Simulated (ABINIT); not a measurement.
A run of ABINIT 10.8.3 (patched build):

Contents of run.abi:

```
# Pseudopotentials
pp_dirpath "./"
pseudos "Pt.GGA_PBE-JTH.xml, Se.GGA_PBE-JTH.xml"

# Structure
acell 3*1.0 Angstrom
rprim
     3.7240000000     0.0000000000     0.0000000000
    -1.8620000000     3.2250786037     0.0000000000
     0.0000000000     0.0000000000     5.0620000000
ntypat 2
znucl 78 34
natom 3
typat 1 2 2
xcart
     0.0000000000     0.0000000000     0.0000000000
     3.5186700444     2.0315050969     7.1743452321
    -0.0000000004     4.0630101945     2.3914484107

# Plane-wave basis
ecut 19.0
pawecutdg 38.0
pawxcdev 0

# k points
kptopt 1
ngkpt 8 8 5
nshiftk 1
shiftk 0.0 0.0 0.0

# Exchange and correlation
ixc 15

# Bands and occupations
nband 15
occopt 3
tsmear 0.00183747

# SCF cycle
nstep 100
tolvrs 1.0e-9

# Output
iomode 3
prtwf 0
prteig 0
prtebands 0
enunit 2
prtden 1
prtvha 1
prtvclmb 1
prtpot 1
```

Potentials or basis: JTH PAW PBE v2.0.

The run is started by

```console
$ abinit run.abi > log 2>&1
```

Hardware: 1 thread of Arm Neoverse V1, on a shared host.

Question: How long does it take, and how much memory?

Answer: Wall time 47 s on 1 thread of Arm Neoverse V1, on a shared host, peak memory 0.14 GiB. Counts: scf iterations 16, mpi ranks 1, k points 40, bands 15, plane waves 1635.
